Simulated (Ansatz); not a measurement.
# Ag (Fm-3m) in Ansatz: reference runs

How does Ag come out in PBEsol? The cell is run as given and disturbed.

Everything below comes from runs of Ansatz 0.2.0. Logs are shortened: lines on timing, memory, paths and dates and some standing lists are left out, and cuts for length are marked.

### 1 Starting point

The structure is cubic, space group Fm-3m (No. 225). Conventional cell: a = 4.085 Å, b = 4.085 Å, c = 4.085 Å, α = 90.00°, β = 90.00°, γ = 90.00°. Around Ag (site symmetry m-3m) lie 12 Ag at 2.89 Å.

### 2 Single point, PBEsol

input.yaml reads:

```yaml
crystal:
  lattice:
    - [0.0, 2.04275, 2.04275]
    - [2.04275, 0.0, 2.04275]
    - [2.04275, 2.04275, 0.0]
  atoms:
    - { symbol: Ag, position: [0.0, 0.0, 0.0] }
kpoints:
  mp_grid: { grid: [11, 11, 11] }
scf:
  occupations: { method: fermi_dirac, width: 0.05 }
hamiltonian:
  xc: pbesol
  pseudopotentials: { kind: all_electron, lapw: { basis_error: 0.001 } }
output:
  forces: true
  stress: true
  eigenvalues: true
  populations: true
```

Potentials or basis: all-electron LAPW, scalar-relativistic.

Run with:

```bash
> ansatz run input.yaml --threads 1 --pin off --max-ram 3072MiB --backend cpu --events-out ev --progress --plain --runs-dir out
```

Log:

```text
Warning: RAYON_NUM_THREADS=1 ignored (pool sized by the plan → 1); use --threads N
Ag: projections on atomic orbitals take those of the free atom 1s2 2s2 2p6 3s2 3p6 3d10 4s2 4p6 4d10 5s1, of charge +0.00 (hamiltonian.pseudopotentials.projection_atoms)
LAPW: plane waves up to 7.943 Å⁻¹, error target 1.0e-3 eV per atom; small_component_spin mean_spin; Ag in spheres of 1.444 Å, 19 of its electrons in bands, Dirac shells [] (how accurate: hamiltonian.pseudopotentials.lapw.basis_error, Limitations)
Engine: ansatz 0.2.0, aarch64-unknown-linux-gnu
Pseudopotentials: kind: all_electron
Pseudopotential: Ag, LAPW, valence charge 19, lapw/all_electron/scalar/gaussian/Ag, Koelling and Harmon's equation, gaussian nucleus
Functional definition: PBEsol
  exchange = pbesol_x
  correlation = pbesol_c
Crystal: 1 atoms, lattice volume = 17.048 Å³
Basis set: ecut = 240.38614961543166 eV, 137 PW (Γ), exchange–correlation at level 2
Bands: 14, of which v1, the nominal top of the filled ones, is band 10 counted from 1 (9 counted from 0)
Symmetry: 48 space group operations
Space group: Fm-3m (ITA 225), of the structure as read, at distance tolerance 2.6e-5 Å
k-points: 56 of 1331
Non-local potential: Ag, projectors of the file, none
Initial density: superposition of atomic densities (chi_scale 0.1, normalization cell)
Initial wavefunctions: plane waves of lowest kinetic energy (no species holds an atomic orbital)
Functional: x = pbesol(κ = 0.804, μ = 0.12345679012345678), c = pbesol(β = 0.046)
iter 1 solved again at ethr=2.45e-4 eV; its pass at ethr=1.00e-1 eV (dr2=4.66e-2 eV) is discarded
SCF iter   1: F=—  HF=-144588.303534 eV  |F-HF|=—  |Δ(HF+E_count)|=         —  Δρ=2.15e-2  dr2=4.69e-2  ethr=2.45e-4  ⟨swp⟩=3.0  Hψ=5787  notcnv=0
preconditioner: auto → none  [insulator: Δε(μ)=0.165 eV  Ē_g=15.581 eV  σ=0.050 eV  W_gap=0.66  n_scr=8 (ndim 8)  ℏωp=29.8 eV  f_vac=0.000  D(μ)=0.26/eV (n_scr^D=0)  ε∞_Penn≈4.7]
iter 2 solved again at ethr=1.16e-6 eV; its pass at ethr=2.45e-4 eV (dr2=2.20e-4 eV) is discarded
SCF iter   2: F=—  HF=-144588.083231 eV  |F-HF|=—  |Δ(HF+E_count)|=   2.20e-1  Δρ=1.22e-3  dr2=2.22e-4  ethr=1.16e-6  ⟨swp⟩=2.7  Hψ=4129  notcnv=0
SCF iter   3: F=—  HF=-144588.013933 eV  |F-HF|=—  |Δ(HF+E_count)|=   6.93e-2  Δρ=3.46e-3  dr2=1.12e-3  ethr=1.16e-6  ⟨swp⟩=3.0  Hψ=2570  notcnv=0
SCF iter   4: F=—  HF=-144588.011880 eV  |F-HF|=—  |Δ(HF+E_count)|=   2.05e-3  Δρ=5.19e-4  dr2=2.34e-5  ethr=1.16e-6  ⟨swp⟩=2.3  Hψ=2126  notcnv=0
SCF iter   5: F=—  HF=-144588.011880 eV  |F-HF|=—  |Δ(HF+E_count)|=   2.19e-7  Δρ=2.37e-5  dr2=8.85e-8  ethr=1.23e-7  ⟨swp⟩=2.0  Hψ=2110  notcnv=0
SCF iter   6: F=-144588.011880 eV  HF=-144588.011880 eV  |F-HF|=1.19e-9  |Δ(HF+E_count)|=   1.80e-7  Δρ=3.87e-6  dr2=1.21e-9  ethr=4.66e-10  ⟨swp⟩=2.5  Hψ=2150  notcnv=0
SCF 1 converged in 6 iterations: F = -144588.011880 eV  dr2 = 1.21e-9
SCF converged after 6 iterations
Free energy (F): -144588.011880 eV
Harris-Foulkes:  -144588.011880 eV  (|F-HF|=1.19e-9)
Internal energy: -144588.009290 eV  (E = F + TS)
E sigma→0 (E₀):  -144588.010585 eV
Entropy (-TS):   -0.002590 eV (-2.590 meV/atom)
Fermi energy:    18.814359 eV
--- Per-component energies (eV) ---
  E_band       = -209.457956
  E_kinetic    = 151163.443171
  E_xc         = -3997.187460
  E_electrostatic = -291754.265002  (all electrons and nuclei)
  E_smearing   = -0.002590  (= −TS)
  E_closure    = 0.000000  (closes the sum)
  E_atoms      = -144584.709470  (free atoms, spherical and without spin; not in F)
  Σ components = -144588.011880   (vs F -144588.011880, Δ=0.00e0)
  Basis errors (estimates in eV, not in F): energy 1.8e-4 per atom: plane waves 1.7e-4 (1.2e-4 summed), levels above the bands 1.3e-148, relativity 1.8e-8, radial functions 8.2e-6, core shells 4.9e-7; eigenvalues (radial functions only) 6.2e-6; not estimated: angular momenta, meshes, grids; target (lapw.basis_error) 1.0e-3; muffin-tin radii Ag 1.444 Å
--- Forces (eV/Å), atoms counted from 1 ---
  atom   1  Ag    -0.00000000    -0.00000000     0.00000000
  max |Σ_I F_I| component: 2.38e-31 eV/Å
--- Stress (GPa, compression-positive) ---
       -2.921143      -0.000000      -0.000000
       -0.000000      -2.921143       0.000000
       -0.000000       0.000000      -2.921143
  P = ⅓ Tr σ = -2.9211 GPa (-29.211 kbar)
--- Band table (eV; the first three rows and the last of 56) ---
  k-point 0: bands = ["-73.2512", "-36.6614", "-36.6614", "-36.6614", "10.7637", "13.8500", "13.8500", "13.8500", "14.9014", "14.9014", "34.4359", "38.0148", "38.0148", "38.0148"]
  k-point 1: bands = ["-73.2498", "-36.6746", "-36.6634", "-36.6634", "11.0198", "13.7933", "13.9190", "13.9190", "14.8767", "14.8767", "34.4156", "36.2753", "38.1278", "38.1278"]
  k-point 2: bands = ["-73.2461", "-36.7100", "-36.6687", "-36.6687", "11.6914", "13.7495", "14.0432", "14.0432", "14.8854", "14.8854", "32.2741", "35.3138", "38.2927", "38.2927"]
  k-point 55: bands = ["-73.2281", "-36.7770", "-36.7680", "-36.7223", "12.9510", "13.3628", "13.7873", "14.9189", "15.8518", "23.9199", "24.1050", "25.8859", "27.7841", "39.5871"]
--- Löwdin populations: 1 site ---
  site symbol       q [e]
     0     Ag     46.8688
  spilling = 0.002791 (of n_electrons = 47.000000)
```

Run time: 3.3 s. Hardware: 1 thread of Arm Neoverse V2, shared host; peak memory 0.24 GiB.

What came out:

| Property | Result |
| --- | --- |
| Free energy | -144588.0119 eV |
| Pressure | -2.9 GPa |
| Band gap on the k mesh | none (metal or under the smearing width) |

### 3 Single point, PBEsol (cell strained at random at fixed volume)

Changes to input.yaml since step 2:

```diff
@@ -2,7 +2,7 @@
   lattice:
-    - [0.0, 2.04275, 2.04275]
-    - [2.04275, 0.0, 2.04275]
-    - [2.04275, 2.04275, 0.0]
+    - [-0.006223, 2.038628, 2.0672]
+    - [2.014973, 0.046946, 2.01403]
+    - [2.085595, 2.05608, -0.023676]
   atoms:
-    - { symbol: Ag, position: [0.0, 0.0, 0.0] }
+    - { symbol: Ag, position: [0.002206, 0.028552, -0.010434] }
 kpoints:
```

Potentials or basis: all-electron LAPW, scalar-relativistic.

Run with:

```bash
> ansatz run input.yaml --threads 1 --pin off --max-ram 3072MiB --backend cpu --events-out ev --progress --plain --runs-dir out
```

Log:

```text
Warning: RAYON_NUM_THREADS=1 ignored (pool sized by the plan → 1); use --threads N
Ag: projections on atomic orbitals take those of the free atom 1s2 2s2 2p6 3s2 3p6 3d10 4s2 4p6 4d10 5s1, of charge +0.00 (hamiltonian.pseudopotentials.projection_atoms)
LAPW: plane waves up to 8.107 Å⁻¹, error target 1.0e-3 eV per atom; small_component_spin mean_spin; Ag in spheres of 1.419 Å, 19 of its electrons in bands, Dirac shells [] (how accurate: hamiltonian.pseudopotentials.lapw.basis_error, Limitations)
[... 6 set-up lines as earlier in the session ...]
Crystal: 1 atoms, lattice volume = 17.048 Å³
Basis set: ecut = 250.40162699879195 eV, 165 PW (Γ), FFT grids on a1−a2, a2, −a2+a3, exchange–correlation at level 2
Bands: 14, of which v1, the nominal top of the filled ones, is band 10 counted from 1 (9 counted from 0)
Symmetry: 2 space group operations
Space group: P-1 (ITA 2), of the structure as read, at distance tolerance 2.6e-5 Å
k-points: 666 of 1331
[... 4 set-up lines as earlier in the session ...]
iter 1 solved again at ethr=3.15e-4 eV; its pass at ethr=1.00e-1 eV (dr2=5.99e-2 eV) is discarded
SCF iter   1: F=—  HF=-144588.295637 eV  |F-HF|=—  |Δ(HF+E_count)|=         —  Δρ=2.39e-2  dr2=6.03e-2  ethr=3.15e-4  ⟨swp⟩=3.0  Hψ=68291  notcnv=0
preconditioner: auto → none  [metal: Δε(μ)=0.015 eV  Ē_g=15.590 eV  σ=0.050 eV  W_gap=0.07  n_scr=8 (ndim 8)  ℏωp=29.8 eV  f_vac=0.000  D(μ)=0.24/eV (n_scr^D=0)  sad-step TF]
iter 2 solved again at ethr=1.24e-5 eV; its pass at ethr=3.15e-4 eV (dr2=2.35e-3 eV) is discarded
SCF iter   2: F=—  HF=-144588.064965 eV  |F-HF|=—  |Δ(HF+E_count)|=   2.31e-1  Δρ=3.71e-3  dr2=2.36e-3  ethr=1.24e-5  ⟨swp⟩=2.0  Hψ=47052  notcnv=0
SCF iter   3: F=—  HF=-144588.007921 eV  |F-HF|=—  |Δ(HF+E_count)|=   5.70e-2  Δρ=5.07e-3  dr2=3.30e-3  ethr=1.24e-5  ⟨swp⟩=3.0  Hψ=29852  notcnv=0
SCF iter   4: F=—  HF=-144588.005702 eV  |F-HF|=—  |Δ(HF+E_count)|=   2.22e-3  Δρ=7.53e-4  dr2=7.60e-5  ethr=1.24e-5  ⟨swp⟩=2.0  Hψ=25030  notcnv=0
SCF iter   5: F=—  HF=-144588.005713 eV  |F-HF|=—  |Δ(HF+E_count)|=   1.17e-5  Δρ=2.75e-5  dr2=1.03e-7  ethr=4.00e-7  ⟨swp⟩=2.0  Hψ=25029  notcnv=0
SCF iter   6: F=-144588.005713 eV  HF=-144588.005713 eV  |F-HF|=1.30e-8  |Δ(HF+E_count)|=   6.31e-7  Δρ=5.43e-6  dr2=2.89e-9  ethr=5.40e-10  ⟨swp⟩=3.0  Hψ=28042  notcnv=0
SCF 1 converged in 6 iterations: F = -144588.005713 eV  dr2 = 2.89e-9
SCF converged after 6 iterations
Free energy (F): -144588.005713 eV
Harris-Foulkes:  -144588.005713 eV  (|F-HF|=1.30e-8)
Internal energy: -144588.003245 eV  (E = F + TS)
E sigma→0 (E₀):  -144588.004479 eV
Entropy (-TS):   -0.002468 eV (-2.468 meV/atom)
Fermi energy:    18.749634 eV
--- Per-component energies (eV) ---
  E_band       = -209.412497
  E_kinetic    = 151163.568031
  E_xc         = -3997.210197
  E_electrostatic = -291754.361079  (all electrons and nuclei)
  E_smearing   = -0.002468  (= −TS)
  E_closure    = 0.000000  (closes the sum)
  E_atoms      = -144584.709470  (free atoms, spherical and without spin; not in F)
  Σ components = -144588.005713   (vs F -144588.005713, Δ=0.00e0)
  Basis errors (estimates in eV, not in F): energy 2.2e-4 per atom: plane waves 2.1e-4 (1.1e-4 summed), levels above the bands 4.3e-152, relativity 2.6e-8, radial functions 9.1e-6, core shells 8.0e-7; eigenvalues (radial functions only) 1.3e-5; not estimated: angular momenta, meshes, grids; target (lapw.basis_error) 1.0e-3; muffin-tin radii Ag 1.419 Å
--- Forces (eV/Å), atoms counted from 1 ---
  atom   1  Ag     0.00000000     0.00000000     0.00000000
  max |Σ_I F_I| component: 0.00e0 eV/Å
--- Stress (GPa, compression-positive) ---
       -2.320984      -1.710049       1.391613
       -1.710049      -2.570941      -0.796737
        1.391613      -0.796737      -2.624302
  P = ⅓ Tr σ = -2.5054 GPa (-25.054 kbar)
--- Band table (eV; the first three rows and the last of 666) ---
  k-point 0: bands = ["-73.2470", "-36.6593", "-36.6572", "-36.6536", "10.7639", "13.6829", "13.7999", "14.0412", "14.8737", "14.9682", "34.3640", "37.3001", "37.8406", "39.0260"]
  k-point 1: bands = ["-73.2458", "-36.6701", "-36.6600", "-36.6557", "11.0076", "13.6605", "13.8415", "14.0858", "14.8655", "14.9523", "34.1066", "35.9513", "37.9717", "39.0472"]
  k-point 2: bands = ["-73.2425", "-36.7030", "-36.6642", "-36.6604", "11.6427", "13.6727", "13.9130", "14.1711", "14.9159", "14.9690", "31.6457", "35.3929", "38.2389", "39.1579"]
  k-point 665: bands = ["-73.2294", "-36.8167", "-36.6931", "-36.6778", "12.3564", "13.6523", "14.0638", "15.2182", "15.6624", "18.7010", "22.1887", "33.3019", "35.2021", "36.1836"]
--- Löwdin populations: 1 site ---
  site symbol       q [e]
     0     Ag     46.8737
  spilling = 0.002688 (of n_electrons = 47.000000)
```

It took 36 s on 1 thread of Arm Neoverse V2, shared host; peak memory 0.7 GiB.

What came out:

| Item | Value |
| --- | --- |
| Free energy | -144588.0057 eV |
| Pressure | -2.5 GPa |
| Band gap on the k mesh | none (metal or under the smearing width) |

Stress tensor (GPa, compression positive):
```
-2.32 -1.71  1.39
-1.71 -2.57 -0.80
 1.39 -0.80 -2.62
```

Levels at points of the mesh, in eV from the Fermi level:
| k point | band 7 | band 8 | band 9 | band 10 | band 11 | band 12 |
| --- | --- | --- | --- | --- | --- | --- |
| (0.00, 0.00, 0.00) | -4.95 | -4.71 | -3.88 | -3.78 | 15.61 | 18.55 |
